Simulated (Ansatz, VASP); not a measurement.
# SrO in VASP and in Ansatz

```
Sr O
1.0
     0.00000    2.54820    2.54820
     2.54820    0.00000    2.54820
     2.54820    2.54820    0.00000
Sr O
1 1
Direct
  0.00000 0.00000 0.00000
  0.50000 0.50000 0.50000
```

Change from the starting cell: volume scaled by 0.975, PAW files.

Alike in both runs: task electric field gradients; functional LDA; k mesh 8 × 8 × 8; occupations fermi-dirac, width 0.02 eV; no spin polarisation.

|  | VASP | Ansatz |
| --- | --- | --- |
| version | VASP 6.6.1 | Ansatz 0.2.0 |
| potentials or method | VASP PAW LDA potentials, release 64 (Sr_sv, O) | PAW with Ansatz's default frozen-core files, scalar-relativistic |
| plane-wave cutoff (eV) | 520 | 420 |
| valence electrons in the cell | 16 | 16 |

|  | VASP | Ansatz | Ansatz less VASP |
| --- | --- | --- | --- |
| gap on the k mesh at the Fermi level (eV) | 3.08 | 3.14 | +0.062 |
| pressure (GPa) | -1.1 | -1.9 | -0.78 |
| Vzz of the field gradient on the site that differs most (V/Å²) | 0.0 | 0.0 | 0.00 |

Ansatz warned: «gradients_without_spin_orbit».

A k mesh can miss the band edges.
